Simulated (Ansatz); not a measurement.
# NbC: the cost of one run

Program: Ansatz 0.2.0. Level of theory: DFT r2SCAN, scalar-relativistic, plane waves, PAW. These are calculated values, not measurements.

1 further run of the same task is left out (set aside as unsound or not needed).

## (1) Starting point

It takes space group Fm-3m (No. 225, cubic). Conventional cell: a = 4.400 Å, b = 4.400 Å, c = 4.400 Å, α = 90.00°, β = 90.00°, γ = 90.00°. Nb (site symmetry m-3m) is surrounded by 6 C at 2.20 Å. C (site symmetry m-3m) has 6 Nb at 2.20 Å as nearest neighbours.

Structure file:

```
Nb C
1.0
     0.00000    2.20000    2.20000
     2.20000    0.00000    2.20000
     2.20000    2.20000    0.00000
Nb C
1 1
Cartesian
  0.0000 0.0000 0.0000
  2.2000 2.2000 2.2000
```

The structure comes from the Crystallography Open Database.

## (2) Functional and cell changed: r2SCAN

The change: strain xx, yy, zz, yz, xz, xy = -3.5, -3.5, -3.5, +0.0, +0.0, +0.0 %.

input.yaml

```yaml
crystal:
  lattice:
    - [0.0, 2.122846, 2.122846]
    - [2.122846, 0.0, 2.122846]
    - [2.122846, 2.122846, 0.0]
  atoms:
    - { symbol: Nb, position: [0.0, 0.0, 0.0] }
    - { symbol: C, position: [0.5, 0.5, 0.5] }
basis:
  ecutwfc: 500
kpoints:
  mp_grid: { grid: [16, 16, 16] }
hamiltonian:
  xc: r2scan
scf:
  occupations: { method: gaussian, width: 0.1 }
output:
  forces: true
  stress: true
  eigenvalues: true
  populations: true
```

What time and memory should one allow on 1 thread of an x86-64 CPU, shared host?

About 5 s, with a peak of 0.42 GiB.
